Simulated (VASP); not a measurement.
# SiC (Moissanite 3C): relaxation of the atoms with PBE

SiC (Moissanite 3C):

```
CELL_PARAMETERS angstrom
0.00000 2.23218 2.23218
2.23218 0.00000 2.23218
2.23218 2.23218 0.00000
ATOMIC_POSITIONS crystal
Si 0.00000 0.00000 0.00000
C 0.25000 0.25000 0.25000
```

The cell isn't the ideal one: a relaxed cell with its volume scaled by 1.06.

- Program: VASP 6.6.1
- Task: relaxation of the atoms
- Functional: PBE
- Potentials or basis: VASP PAW PBE potentials, release 64 (Si, C)
- Cutoff: 600 eV
- k mesh: 10 × 10 × 10
- Occupations: gaussian, width 0.03 eV
- Spin: no spin polarisation
- Further INCAR settings: ALGO = Normal; EDIFF = 1e-07; IBRION = 2; EDIFFG = -0.01; NSW = 40

```
Pressure after relaxing : -11.0 GPa
Band gap on the k mesh  : 1.42 eV, indirect (least direct gap 4.46 eV)
```

Final structure:
```
CELL_PARAMETERS angstrom
0.00000 2.23218 2.23218
2.23218 0.00000 2.23218
2.23218 2.23218 0.00000
ATOMIC_POSITIONS crystal
Si 0.00000 0.00000 0.00000
C 0.25000 0.25000 0.25000
```

Levels at points of the mesh, in eV from the valence-band top:
```csv
k point,band 1,band 2,band 3,band 4,band 5,band 6,band 7,band 8
"(0.00, 0.00, 0.00)",-14.85,0.00,0.00,0.00,5.39,6.82,6.82,6.82
"(0.50, 0.00, 0.00)",-11.54,-8.15,-1.03,-1.03,4.79,6.94,6.94,9.65
"(0.50, 0.50, 0.00)",-10.16,-7.57,-3.04,-3.04,1.42,4.08,13.20,13.20
```

It took 7.1 s on 1 thread of AMD EPYC 9R45 96-Core Processor (Zen 5), with other jobs on the host, peak memory 0.12 GiB.

Caveat: the relaxation stopped at its first step, so nothing moved. A k mesh can miss the band edges.
